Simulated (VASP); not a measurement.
# InP (F-43m) in VASP: notebook, part 2 of 2

VASP 6.6.1. Earlier steps stand in the parts before.

## 5. Relaxation of cell and atoms, r2SCAN+D4

This run uses another cell than the first one, of 25.17 Å³/atom, 1.038 times its volume.

POSCAR reads:

```
InP
1.0
    4.1443530000      0.0000000000      0.0000000000
    2.0721765000      3.5891149803      0.0000000000
    2.0721765000      1.1963716601      3.3838500547
In P
1 1
Direct
    0.0000000000      0.0000000000      0.0000000000
    0.2500000000      0.2500000000      0.2500000000
```

INCAR.step1 reads:

```
ALGO     = Normal         # electronic algorithm
EDIFF    = 1E-4           # SCF threshold, eV
ENCUT    = 600            # plane-wave cutoff, eV
GGA      = PE             # functional
ISMEAR   = -1             # smearing method
LASPH    = True           # aspherical terms in the spheres
LCHARG   = False          # write CHGCAR
LREAL    = False          # projectors in reciprocal space
LWAVE    = True           # write WAVECAR
NELM     = 80             # most SCF steps
PREC     = Accurate       # precision mode
SIGMA    = 0.15           # smearing width, eV
```

INCAR.step2 reads:

```
ALGO     = Normal         # electronic algorithm
EDIFF    = 1E-6           # SCF threshold, eV
EDIFFG   = -0.001         # ionic threshold
ENCUT    = 600            # plane-wave cutoff, eV
IBRION   = 2              # ionic algorithm
ISIF     = 3              # what is computed and relaxed
ISMEAR   = -1             # smearing method
ISTART   = 1            
IVDW     = 13             # dispersion correction
LASPH    = True           # aspherical terms in the spheres
LCHARG   = False          # write CHGCAR
LMIXTAU  = True         
LREAL    = False          # projectors in reciprocal space
LWAVE    = False          # write WAVECAR
METAGGA  = R2SCAN         # meta-GGA
NELM     = 80             # most SCF steps
NSW      = 80             # ionic steps
PREC     = Accurate       # precision mode
SIGMA    = 0.15           # smearing width, eV
VDW_A1   = 0.51559235   
VDW_A2   = 5.77342911   
VDW_S6   = 1.0          
VDW_S8   = 0.6018749
```

KPOINTS reads:

```
k-points
0
Gamma
  6 6 6
```

The run is started by

```bash
> cat potpaw_PBE.64/In_d/POTCAR potpaw_PBE.64/P/POTCAR > POTCAR
> cp INCAR.step1 INCAR
> mpirun -np 1 vasp_std > vasp.out
> cp INCAR.step2 INCAR
> mpirun -np 1 vasp_std > vasp.out
```

Wall time 66 s (1 thread of Intel Xeon 6975P-C (Granite Rapids), shared host); peak memory 0.23 GiB.

Results (log left out):

- Free energy: -32.5241 eV
- Relaxed volume: 25.48 Å³/atom
- Relaxed cell: a = 4.162 Å, b = 4.162 Å, c = 4.162 Å, α = 60.00°, β = 60.00°, γ = 60.00°
- Space group after relaxing (to 0.05 Å): F-43m (No. 216)
- Energy gained by relaxing: 0.9 meV/atom
- Ionic steps: 3
- Pressure after relaxing: 0.0 GPa
- Band gap on the k mesh: 1.09 eV, direct
- Dispersion energy per atom: -0.118 eV

Step by step:
```tsv
step	energy change (eV)	largest force (eV/Å)	pressure (GPa)	volume (Å³)
1	0.0000	0.0000	0.93	50.33
2	-0.0010	0.0000	-0.58	51.40
3	-0.0018	0.0000	0.01	50.97
```

Final structure:
```
In P
1.0
     4.16167    0.00000    0.00000
     2.08083    3.60411    0.00000
     2.08083    1.20137    3.39799
In P
1 1
Direct
  0.00000 0.00000 0.00000
  0.25000 0.25000 0.25000
```

Levels at points of the mesh, in eV from the valence-band top:
```tsv
k point	band 6	band 7	band 8	band 9	band 10	band 11	band 12	band 13
(0.00, 0.00, 0.00)	-11.91	0.00	0.00	0.00	1.09	4.44	4.44	4.44
(0.50, 0.00, 0.00)	-10.15	-5.81	-0.99	-0.99	1.83	5.16	5.16	7.52
(0.50, 0.50, 0.00)	-9.48	-5.82	-2.37	-2.37	2.02	2.55	9.80	10.23
```

Caveat: the PAW data sets were made with another functional, which shifts forces and pressure a little; spin-orbit coupling is left out, which moves the levels of the heavy elements. Zero-point motion and thermal expansion aren't in these numbers.

## 6. Relaxation of cell and atoms, r2SCAN+D4, target pressure 2 GPa, at which the enthalpy is minimised

This run uses another cell than the first one, of 25.17 Å³/atom, 1.038 times its volume.

POSCAR is that of step 5.

INCAR.step1 reads:

```
SYSTEM = InP
PREC     = Accurate       ! precision mode
ENCUT    = 600            ! plane-wave cutoff, eV
ISMEAR   = -1             ! smearing method
SIGMA    = 0.15           ! smearing width, eV
LREAL    = .FALSE.        ! projectors in reciprocal space
LASPH    = .TRUE.         ! aspherical terms in the spheres
NELM     = 60             ! most SCF steps
GGA      = PE             ! functional
ALGO     = Normal         ! electronic algorithm
EDIFF    = 1E-4           ! SCF threshold, eV
LWAVE    = .TRUE.         ! write WAVECAR
LCHARG   = .FALSE.        ! write CHGCAR
```

INCAR.step2 reads:

```
SYSTEM = InP
PREC     = Accurate       ! precision mode
ENCUT    = 600            ! plane-wave cutoff, eV
EDIFF    = 1E-7           ! SCF threshold, eV
ISMEAR   = -1             ! smearing method
SIGMA    = 0.15           ! smearing width, eV
LREAL    = .FALSE.        ! projectors in reciprocal space
LASPH    = .TRUE.         ! aspherical terms in the spheres
NELM     = 60             ! most SCF steps
ALGO     = Normal         ! electronic algorithm
ISIF     = 3              ! what is computed and relaxed
LWAVE    = .FALSE.        ! write WAVECAR
LCHARG   = .FALSE.        ! write CHGCAR
METAGGA  = R2SCAN         ! meta-GGA
LMIXTAU  = .TRUE.       
IVDW     = 13             ! dispersion correction
VDW_S6   = 1.0          
VDW_S8   = 0.6018749    
VDW_A1   = 0.51559235   
VDW_A2   = 5.77342911   
IBRION   = 2              ! ionic algorithm
NSW      = 80             ! ionic steps
EDIFFG   = -0.001         ! ionic threshold
PSTRESS  = 20.0         
ISTART   = 1
```

KPOINTS reads:

```
regular mesh
0
G
  6 6 6
  0 0 0
```

Potentials or basis: VASP PAW PBE potentials, release 64 (In_d, P).

The run is started by

```bash
> cat potpaw_PBE.64/In_d/POTCAR potpaw_PBE.64/P/POTCAR > POTCAR
> cp INCAR.step1 INCAR
> mpirun -np 1 vasp_std > vasp.out
> cp INCAR.step2 INCAR
> mpirun -np 1 vasp_std > vasp.out
```

It took 2.7 min on 1 thread of Intel Xeon 6975P-C (Granite Rapids), shared host; peak memory 0.24 GiB.

It converged, with:

* Free energy: -32.5160 eV
* Relaxed volume: 24.82 Å³/atom
* Relaxed cell: a = 4.125 Å, b = 4.125 Å, c = 4.125 Å, α = 60.00°, β = 60.00°, γ = 60.00°
* Space group after relaxing (to 0.05 Å): F-43m (No. 216)
* Energy change on relaxing (the enthalpy is what falls): +3.2 meV/atom
* Ionic steps: 15
* Pressure after relaxing: 2.0 GPa
* Band gap on the k mesh: 1.25 eV, direct
* Dispersion energy per atom: -0.121 eV

Step by step:
```csv
step,energy change (eV),largest force (eV/Å),pressure (GPa),volume (Å³)
1,0.0000,0.0000,0.92,50.33
2,0.0142,0.0000,2.86,49.11
3,0.0064,0.0000,2.01,49.62
4,0.0062,0.0000,1.98,49.64
5,0.0063,0.0000,1.99,49.64
6,0.0063,0.0000,1.98,49.64
7,0.0063,0.0000,1.99,49.64
8,0.0063,0.0000,1.99,49.64
9,0.0063,0.0000,1.99,49.64
10,0.0063,0.0000,1.99,49.64
11,0.0063,0.0000,1.99,49.64
12,0.0063,0.0000,1.99,49.64
13,0.0063,0.0000,1.99,49.64
14,0.0063,0.0000,1.99,49.63
15,0.0063,0.0000,2.00,49.63
```

Final structure:
```
CELL_PARAMETERS angstrom
4.12500 0.00000 0.00000
2.06250 3.57236 0.00000
2.06250 1.19079 3.36805
ATOMIC_POSITIONS crystal
In 0.00000 0.00000 0.00000
P 0.25000 0.25000 0.25000
```

Levels at points of the mesh, in eV from the valence-band top:
```csv
k point,band 6,band 7,band 8,band 9,band 10,band 11,band 12,band 13
"(0.00, 0.00, 0.00)",-12.10,0.00,0.00,0.00,1.25,4.44,4.44,4.44
"(0.50, 0.00, 0.00)",-10.24,-5.96,-1.03,-1.03,1.90,5.16,5.16,7.58
"(0.50, 0.50, 0.00)",-9.55,-5.94,-2.46,-2.46,1.98,2.55,9.99,10.41
```

Caveat: the cell is relaxed towards a set pressure, so the enthalpy falls and the energy may rise; the PAW data sets were made with another functional, which shifts forces and pressure a little; spin-orbit coupling is left out, which moves the levels of the heavy elements.

## 7. The runs side by side

```tsv
task	cell	cutoff (eV)	gap on the mesh (eV)	pressure (GPa)
single point	a = 4.093 Å, angles 60.0°, 2 atoms	520	1.39	3.9
single point	a = 4.126 Å, angles 60.0°, 2 atoms	520	1.25	1.9
single point	a = 4.162 Å, angles 60.0°, 2 atoms	520	1.09	-0.1
relaxation of cell and atoms	relaxed from a = 4.144 Å, angles 60.0°, 2 atoms	600	1.09	0.0
relaxation of cell and atoms	relaxed to 2 GPa from a = 4.144 Å, angles 60.0°, 2 atoms	600	1.25	2.0
```

Alike in all rows: level r2SCAN+D4; potentials or basis VASP PAW PBE potentials, release 64 (In_d, P); no spin polarisation; k mesh 6 × 6 × 6; smearing fermi-dirac 0.15 eV.

Caveats: the PAW data sets were made with another functional, which shifts forces and pressure a little; spin-orbit coupling is left out, which moves the levels of the heavy elements; the cell is relaxed towards a set pressure, so the enthalpy falls and the energy may rise (some runs).

Total energies depend on the potentials used, so only differences within one code and one set of settings carry meaning.

## 8. Comparison with measurements

Step 3. A measured gap of InP is 1.4236 eV (direct; 1.6 K; a printed reference work, data compilation); the calculated 1.25 eV misses it by -0.18 eV. Spin-orbit coupling on In is left out. The value is that of r2SCAN+D4, without temperature or zero-point motion.

Step 4. A measured gap of InP is 1.4236 eV (direct; 1.6 K; a printed reference work, data compilation); the calculated 1.09 eV misses it by -0.33 eV. Spin-orbit coupling on In is left out. The value is that of r2SCAN+D4, without temperature or zero-point motion.
